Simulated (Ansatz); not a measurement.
AlV2C:

```
V Al C
1.0
     2.88760    0.00000    0.00000
    -1.44380    2.50073    0.00000
     0.00000    0.00000   13.10482
V Al C
4 2 2
Direct
  0.33333 0.66667 0.91362
  0.66667 0.33333 0.08638
  0.66667 0.33333 0.41362
  0.33333 0.66667 0.58638
  0.66667 0.33333 0.75000
  0.33333 0.66667 0.25000
  0.00000 0.00000 0.50000
  0.00000 0.00000 0.00000
```

The cell comes from a database or a generator and needn't be the stable form of this composition.

| Item | Value |
| --- | --- |
| Program | Ansatz 0.2.0 |
| Task | relaxation of cell and atoms |
| Functional | LDA |
| Potentials or basis | Ansatz PAW |
| Cutoff | 420 eV (not typed: the program's choice for these potentials) |
| k mesh | 11 × 11 × 2 |
| Occupations | fermi-dirac, width 0.05 eV |
| Spin | collinear spin, ferromagnetic start |
| Starting moments | [2.0, 2.0, 2.0, 2.0, 0.0, 0.0, 0.0, 0.0] μB |

At the start: volume 11.83 Å³/atom.

Q: Where does the relaxation end?

A: It ends after 7 steps and the volume is 11.39 Å³/atom (-3.7 %); space group P6_3/mmc (No. 194, to 0.05 Å); moment 0.00 μB per cell.

Step by step:
```csv
step,energy change (eV),largest force (eV/Å),volume (Å³)
1,0.0000,0.6553,94.63
2,-0.1085,0.3465,91.30
3,-0.1181,0.0028,91.11
4,-0.1181,0.0003,91.15
5,-0.1142,0.0008,91.15
6,-0.1142,0.0001,91.12
7,-0.1142,0.0001,91.12
```

Final structure:
```
CELL_PARAMETERS angstrom
2.85588 0.00000 0.00000
-1.42794 2.47326 0.00000
0.00000 0.00000 12.90032
ATOMIC_POSITIONS crystal
V 0.33333 0.66667 0.91438
V 0.66667 0.33333 0.08562
V 0.66667 0.33333 0.41438
V 0.33333 0.66667 0.58562
Al 0.66667 0.33333 0.75000
Al 0.33333 0.66667 0.25000
C 0.00000 0.00000 0.50000
C 0.00000 0.00000 0.00000
```

Caveat: the plane-wave basis is chosen anew once the cell has moved, so the energies of steps on either side of that aren't comparable; the PAW data sets come from PBE, with cores solved anew for the run's functional, which leaves a small shift of forces and pressure; the starting moments weren't kept.
